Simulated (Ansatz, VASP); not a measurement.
Al2Au in VASP and in Ansatz

INCAR

```
  PREC = Accurate
  ENCUT = 520
  EDIFF = 1E-6
  ISMEAR = -1
  SIGMA = 0.05
  LREAL = False
  LASPH = True
  NELM = 100
  ALGO = Fast
  ISIF = 2
  LWAVE = False
  LCHARG = False
  GGA = PE
  NBANDS = 16
```

Contents of KPOINTS:

```
Automatic mesh
0
Gamma
  8 8 8
```

File POSCAR:

```
Al2Au
1.0
    0.0000000000      3.0000000000      3.0000000000
    3.0000000000      0.0000000000      3.0000000000
    3.0000000000      3.0000000000      0.0000000000
Au Al
1 2
Direct
    0.0000000000      0.0000000000      0.0000000000
    0.7500000000      0.7500000000      0.7500000000
    0.2500000000      0.2500000000      0.2500000000
```

File input.yaml:

```yaml
crystal:
  lattice:
    - [0.0, 3.0, 3.0]
    - [3.0, 0.0, 3.0]
    - [3.0, 3.0, 0.0]
  atoms:
    - { symbol: Au, position: [0.0, 0.0, 0.0] }
    - { symbol: Al, position: [0.75, 0.75, 0.75] }
    - { symbol: Al, position: [0.25, 0.25, 0.25] }
kpoints:
  mp_grid: { grid: [8, 8, 8] }
  band_path:
    path:
      - [0.0, 0.0, 0.0]
      - [0.5, 0.0, 0.5]
      - [0.5, 0.25, 0.75]
      - [0.375, 0.375, 0.75]
      - [0.0, 0.0, 0.0]
      - [0.5, 0.5, 0.5]
      - [0.625, 0.25, 0.625]
      - [0.5, 0.25, 0.75]
    npoints: 8
scf:
  occupations: { method: fermi_dirac, width: 0.05 }
hamiltonian:
  xc: pbe
  pseudopotentials: { kind: all_electron, lapw: { basis_error: 0.002 } }
output:
  forces: true
  stress: true
  eigenvalues: true
```

Alike in both runs: functional PBE; k mesh 8 × 8 × 8; occupations fermi-dirac, width 0.05 eV; no spin polarisation.

|  | VASP | Ansatz |
| --- | --- | --- |
| version | VASP 6.6.1 | Ansatz 0.2.0 |
| potentials or method | VASP PAW PBE potentials, release 64 (Au, Al) | all-electron LAPW, scalar-relativistic |
| plane-wave cutoff (eV) | 520 | see its input |
| task | single point | band structure |

|  | VASP | Ansatz | Ansatz less VASP |
| --- | --- | --- | --- |
| gap on the k mesh at the Fermi level (eV) | none | none | - |
| pressure (GPa) | 3.0 | 3.3 | +0.29 |

A gap of «none» marks a metal or a gap that the smearing closes. Ansatz ran all-electron here, so the differences hold the error of VASP's frozen core and of both bases.

Caveats: spin-orbit coupling is left out, which moves the levels of the heavy elements (Ansatz). The runs have no spin-orbit coupling, so splittings on Au are missing.
